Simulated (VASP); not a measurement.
A run of VASP 6.6.1 is set up as follows.

POSCAR

```
CdTe
1.0
    0.0000000000      3.2678590959      3.2678590959
    3.2678590959      0.0000000000      3.2678590959
    3.2678590959      3.2678590959      0.0000000000
Te Cd
1 1
Direct
    0.7500000000      0.7500000000      0.7500000000
    0.0000000000      0.0000000000      0.0000000000
```

File INCAR.step1:

```
SYSTEM = CdTe
PREC = Accurate
ENCUT = 520
EDIFF = 1E-5
ISMEAR = -1
SIGMA = 0.05
LREAL = .FALSE.
LASPH = .TRUE.
NELM = 60
ALGO = Normal
ISIF = 2
LWAVE = .TRUE.
LCHARG = .FALSE.
NBANDS = 16
GGA = PE
```

File INCAR.step2:

```
SYSTEM = CdTe
PREC = Accurate
ENCUT = 520
EDIFF = 1E-6
ISMEAR = -1
SIGMA = 0.05
LREAL = .FALSE.
LASPH = .TRUE.
NELM = 60
ALGO = Normal
ISIF = 2
LWAVE = .FALSE.
LCHARG = .FALSE.
GGA = PE
LHFCALC = .TRUE.
HFSCREEN = 0.2079
PRECFOCK = Normal
NBANDS = 16
ISTART = 1
```

KPOINTS

```
Automatic mesh
0
G
  4 4 4
  0 0 0
```

Potentials or basis: VASP PAW PBE potentials, release 64 (Te, Cd).

The run is started by

```console
$ cat potpaw_PBE.64/Te/POTCAR potpaw_PBE.64/Cd/POTCAR > POTCAR
$ cp INCAR.step1 INCAR
$ mpirun -np 1 vasp_std > vasp.out
$ cp INCAR.step2 INCAR
$ mpirun -np 1 vasp_std > vasp.out
```

Q: Predict the pressure.

A: 0.7 GPa.

Q: What does it give for the band gap on the k mesh?

A: 1.48 eV.

Caveat: the PAW data sets were made with another functional, which shifts forces and pressure a little; spin-orbit coupling is left out, which moves the levels of the heavy elements.

**The experiment to reproduce.**

From a printed reference work, data compilation, for a bulk crystal of CdTe at 0 K: band gap 1.607 eV.

Measured gap of CdTe: 1.607 eV (0 K; a printed reference work, data compilation). This calculation gives 1.48 eV (-0.13 eV). Spin-orbit coupling on Cd, Te is left out. The value is that of HSE06, without temperature or zero-point motion.
